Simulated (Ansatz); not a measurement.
**Relaxation of BaTiO3**

These are results of Ansatz 0.2.0, DFT r2SCAN, scalar-relativistic, plane waves, PAW, not measurements. Run with 500 eV cutoff, 8×8×8 k-mesh, Gaussian smearing of 0.02 eV, no spin polarisation.

What was changed: relaxed at 25 GPa.

Other phases may be more stable at this pressure.

Command:

```bash
ansatz run input.yaml --threads 1 --pin off --max-ram 2560MiB --backend cpu --events-out ev --progress --plain --runs-dir out
```

Input:

```yaml
crystal:
  lattice:
    - [3.8474823535, 0.0, 0.0]
    - [0.0, 3.8474823535, 0.0]
    - [0.0, 0.0, 3.8474823535]
  atoms:
    - { symbol: Ba, position: [0.5, 0.5, 0.5] }
    - { symbol: Ti, position: [0.0, 0.0, 0.0] }
    - { symbol: O, position: [0.5, 0.0, 0.0] }
    - { symbol: O, position: [0.0, 0.5, 0.0] }
    - { symbol: O, position: [0.0, 0.0, 0.5] }
basis:
  ecutwfc: 500
kpoints:
  mp_grid: { grid: [8, 8, 8] }
hamiltonian:
  xc: r2scan
scf:
  occupations: { method: gaussian, width: 0.02 }
output:
  forces: true
  stress: true
  eigenvalues: true
relax:
  adjacent_minimum: "off"
  f_tol: 0.008
  max_steps: 50
  cell: { stress_tol: 0.08, p_target: 25.0 }
```

F is the free energy. Steps run on the plane waves of an earlier cell, but the last one, and at times one on the way, on a freshly chosen basis, so a repeated geometry can differ a little in energy. The relaxation lowers the enthalpy F + PV at the target pressure, so F itself can rise.

Steps:

```csv
step,F − F(1) (eV),largest force component (eV/Å),V (Å³/atom),P (GPa)
1,0.0000,0.000,11.391,26.02
2,-0.0397,0.000,11.441,24.76
3,-0.0322,0.000,11.432,25.00
4,-0.0323,0.000,11.432,25.00
```

Relaxed structure:

```xyz
5
Lattice="3.8520 0.0000 0.0000 0.0000 3.8520 0.0000 0.0000 0.0000 3.8520" Properties=species:S:1:pos:R:3 pbc="T T T"
Ba    1.9260    1.9260    1.9260
Ti    0.0000    0.0000    0.0000
O     1.9260    0.0000    0.0000
O     0.0000    1.9260    0.0000
O     0.0000    0.0000    1.9260
```

The structure is cubic, space group Pm-3m (No. 221). Conventional cell: a = 3.852 Å, b = 3.852 Å, c = 3.852 Å, α = 90.00°, β = 90.00°, γ = 90.00°. Around Ba (site symmetry m-3m) lie 12 O at 2.72 Å. Around Ti (site symmetry m-3m) lie 6 O at 1.93 Å. Around O (site symmetry 4/mmm) lie 2 Ti at 1.93 Å.

The run converged. Time: 23 s on 1 thread of AMD EPYC 7R32 (Zen 2), with other jobs on the host, peak memory 0.57 GiB.